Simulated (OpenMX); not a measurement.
## BeS: equation of state with PBE

Crystal: BeS.

```
S Be
1.0
     0.00000    2.42500    2.42500
     2.42500    0.00000    2.42500
     2.42500    2.42500    0.00000
S Be
1 1
Direct
  0.75000 0.75000 0.75000
  0.00000 0.00000 0.00000
```

* Program: OpenMX 3.8.5
* Task: equation of state
* Functional: PBE
* Potentials or basis: OpenMX 2013 PBE set, S7.0-s2p2d1f1, Be7.0-s2p2, fixed grid of 30 × 30 × 30 points
* k mesh: 9 × 9 × 9
* Occupations: fermi-dirac, width 0.05 eV
* Spin: no spin polarisation

| Item | Value |
| --- | --- |
| Equilibrium volume | 14.50 Å³/atom |
| Bulk modulus | 92 GPa |
| Pressure derivative of the bulk modulus | 4.1 |

Energy against volume, from the lowest point:
| volume (Å³/atom) | energy (meV/atom) |
| --- | --- |
| 13.405 | 26.90 |
| 13.690 | 14.13 |
| 13.975 | 5.64 |
| 14.261 | 1.10 |
| 14.546 | 0.00 |
| 14.831 | 2.09 |
| 15.116 | 7.08 |

Caveat: volumes in these bases differ from converged ones by about 1 %, for some elements by several; the basis of atomic orbitals isn't converged, which shifts pressures, moduli and gaps. PBE usually gives volumes a little too large and moduli too small.
